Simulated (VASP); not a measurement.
Here is a VASP 6.6.1 calculation.

Contents of INCAR:

```
SYSTEM = Na2S
ALGO = Normal
EDIFF = 1E-7
ENCUT = 450
GGA = PE
ISIF = 2
ISMEAR = 0
LASPH = .True.
LCHARG = .False.
LREAL = .False.
LWAVE = .False.
NBANDS = 19
NELM = 60
PREC = Accurate
SIGMA = 0.02
```

File KPOINTS:

```
k-points
0
Gamma
  4 4 4
  0 0 0
```

Contents of POSCAR:

```
Na2S
1.0
    0.0000000000      3.2735000000      3.2735000000
    3.2735000000      0.0000000000      3.2735000000
    3.2735000000      3.2735000000      0.0000000000
S Na
1 2
Direct
    0.0000000000      0.0000000000      0.0000000000
    0.7500000000      0.7500000000      0.7500000000
    0.2500000000      0.2500000000      0.2500000000
```

Potentials or basis: VASP PAW PBE potentials, release 64 (S_GW, Na_sv_GW).

The run is started by

```sh
$ cat potpaw_PBE.64/S_GW/POTCAR potpaw_PBE.64/Na_sv_GW/POTCAR > POTCAR
$ mpirun -np 1 vasp_std > vasp.out
```

**Question.** Predict the band gap on the k mesh.

**Answer.** 2.48 eV, direct.

**Question.** What does it give for the pressure?

**Answer.** 0.3 GPa.

Caveat: the cutoff is under 1.25 times the usual one of these potentials, so pressure, stress and relaxed cells hold a basis-set (Pulay) error. Expect the measured gap to be larger: semilocal functionals such as PBE lack the derivative discontinuity.
